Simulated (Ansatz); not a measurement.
Relaxed bulk Sn:

```cif
data_structure
_symmetry_space_group_name_H-M 'P 1'
_symmetry_Int_Tables_number 1
_cell_length_a 4.6256
_cell_length_b 4.6256
_cell_length_c 4.6256
_cell_angle_alpha 60.000
_cell_angle_beta 60.000
_cell_angle_gamma 60.000
_cell_volume 69.98
loop_
_atom_site_label
_atom_site_type_symbol
_atom_site_fract_x
_atom_site_fract_y
_atom_site_fract_z
_atom_site_occupancy
Sn1 Sn 0.50000 0.50000 0.50000 1
Sn2 Sn 0.75000 0.75000 0.75000 1
```

Miller indices refer to the conventional cell of Fd-3m (No. 227), a = 6.542 Å, b = 6.542 Å, c = 6.542 Å, α = 90.00°, β = 90.00°, γ = 90.00°.

Consider the (110) slab of 5 planes, 9.3 Å thick with 15 Å of vacuum as cut; outer planes Sn (top) and Sn (bottom), all atoms relaxed.

The calculation used DFT PBEsol, scalar-relativistic, plane waves, PAW in Ansatz 0.2.0. Settings: cutoff 420 eV, Γ-centred mesh 8×6×1 on the computed 10-atom cell, Gaussian smearing of 0.10 eV; no spin polarisation. The cell repeats along c with a dipole correction in the vacuum.

**Question.** Estimate the surface energy (mean of both faces).

**Answer.** 0.87 J/m².

**Question.** Estimate the work function.

**Answer.** 4.37 eV.

**Question.** The top two planes lie 2.313 Å apart in the bulk. How does relaxation change this?

**Answer.** The spacing becomes 2.313 Å (0.0 %).